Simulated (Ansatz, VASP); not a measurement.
Two plane-wave programs on HgTe

```
CELL_PARAMETERS angstrom
0.00000 2.96562 3.48138
2.96562 0.00000 3.48138
2.96562 2.96562 0.00000
ATOMIC_POSITIONS crystal
Hg 0.00000 0.00000 0.00000
Te 0.75000 0.75000 0.75000
```

Change from the starting cell: strain -0.080 along x and y, +0.080 along z, atoms carried along.

Alike in both runs: task single point; functional PBEsol; k mesh 14 × 14 × 14; occupations gaussian, width 0.15 eV; no spin polarisation.

|  | VASP | Ansatz |
| --- | --- | --- |
| version | VASP 6.6.1 | Ansatz 0.2.0 |
| potentials or method | VASP PAW PBE potentials, release 64 (Hg, Te) | scalar-relativistic, plane waves, PAW |
| plane-wave cutoff (eV) | 520 | 420 |
| valence electrons in the cell | 18 | 36 |

```csv
,VASP,Ansatz,Ansatz less VASP
gap on the k mesh at the Fermi level (eV),none,none,-
pressure (GPa),6.3,6.1,-0.20
largest component of the traceless stress (GPa),1.81,1.81,-0.002
```

A gap of «none» marks a metal or a gap that the smearing closes. The functional is the same, so the differences come from potentials, cutoffs and numerics. The two sets of potentials don't hold the same shells in valence.

Caveats: the PAW data sets were made with another functional, which shifts forces and pressure a little (VASP). The runs have no spin-orbit coupling, so splittings on Hg, Te are missing.
